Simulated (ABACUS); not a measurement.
Write the native input for ABACUS 3.10.1 that does the following.

```yaml
Task: band structure
Functional: revPBE
Potentials_or_basis: PseudoDojo NC SR 0.5 PBE stringent
Cutoff: 1429 eV
Density_cutoff: 5714 eV
Basis: plane waves
Occupations: fermi-dirac, width 0.05 eV
Spin: no spin polarisation
Radial_cutoff_of_the_potentials_pseudo_rcut: 7 bohr
Threshold_of_the_eigensolver: 1e-07 Ry
Density: read from an earlier self-consistent run
Path: G-X-W-K-G-L-U-W-L-K, U-X
Points_for_each_segment_of_the_path: 10
SCF_threshold_on_the_density: 1e-08
Max_SCF_steps: 100
Eigensolver: dav
Mixing: broyden
Mixing_share: 0.7
Symmetry_key: -1
```

Crystal: Cu.

```
CELL_PARAMETERS angstrom
0.00000 1.80750 1.80750
1.80750 0.00000 1.80750
1.80750 1.80750 0.00000
ATOMIC_POSITIONS crystal
Cu 0.00000 0.00000 0.00000
```

The input as run:

INPUT

```
INPUT_PARAMETERS
suffix              Cu
calculation         nscf
basis_type          pw
pseudo_dir          ./
symmetry            -1
dft_functional      revpbe
ecutwfc             105.0
pseudo_rcut         7
nspin               1
nbands              20
ks_solver           dav
smearing_method     fd
smearing_sigma      0.00367493
scf_thr             1e-08
scf_nmax            100
mixing_type         broyden
mixing_beta         0.7
init_chg            file
pw_diag_thr         1e-07
out_band            1
kpar                4
```

STRU

```
ATOMIC_SPECIES
Cu 63.5460 Cu.upf

LATTICE_CONSTANT
1.8897261246

LATTICE_VECTORS
0.0000000000 1.8075000000 1.8075000000
1.8075000000 0.0000000000 1.8075000000
1.8075000000 1.8075000000 0.0000000000

ATOMIC_POSITIONS
Cartesian

Cu
0.0
1
0.0000000000 0.0000000000 0.0000000000 1 1 1
```

KPT

```
K_POINTS
12
Line
0.00000000 0.00000000 0.00000000 10 // G
0.50000000 0.00000000 0.50000000 10 // X
0.50000000 0.25000000 0.75000000 10 // W
0.37500000 0.37500000 0.75000000 10 // K
0.00000000 0.00000000 0.00000000 10 // G
0.50000000 0.50000000 0.50000000 10 // L
0.62500000 0.25000000 0.62500000 10 // U
0.50000000 0.25000000 0.75000000 10 // W
0.50000000 0.50000000 0.50000000 10 // L
0.37500000 0.37500000 0.75000000 1 // K
0.62500000 0.25000000 0.62500000 10 // U
0.50000000 0.00000000 0.50000000 1 // X
```

Potentials or basis: PseudoDojo NC SR 0.5 PBE stringent, plane waves.

Launch:

```sh
$ OMP_NUM_THREADS=1 mpirun -np 4 abacus > log
```

Run time: 1.9 s on 4 MPI ranks on Intel(R) Xeon(R) Gold 6455B (Sapphire Rapids), on a shared host, peak memory 0.36 GiB a rank.
